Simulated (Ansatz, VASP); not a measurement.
## C in VASP and in Ansatz

```
C
1.0
     2.59824    0.00000    0.00000
     0.00000    2.59824    0.00000
     0.00000    0.00000    2.59824
C
3
Direct
  0.00000 0.50000 0.50000
  0.50000 0.00000 0.50000
  0.50000 0.50000 0.00000
```

Alike in both runs: task single point; functional PBE; k mesh 6 × 6 × 6; occupations gaussian, width 0.1 eV; no spin polarisation.

|  | VASP | Ansatz |
| --- | --- | --- |
| version | VASP 6.6.1 | Ansatz 0.2.0 |
| potentials or method | VASP PAW PBE potentials, release 64 (C) | scalar-relativistic, plane waves, PAW |
| plane-wave cutoff (eV) | 520 | 420 |
| valence electrons in the cell | 12 | 12 |

Ansatz gave:

| Item | Value |
| --- | --- |
| gap on the k mesh at the Fermi level (eV) | none |
| pressure (GPa) | 10.4 |

Q: Which values does VASP return?

A: gap on the k mesh at the Fermi level (eV): none; pressure (GPa): 10.2.

A gap of «none» marks a metal or a gap that the smearing closes.

Caveats: the k mesh is coarse (spacing up to 0.40 Å⁻¹), so the values aren't converged.
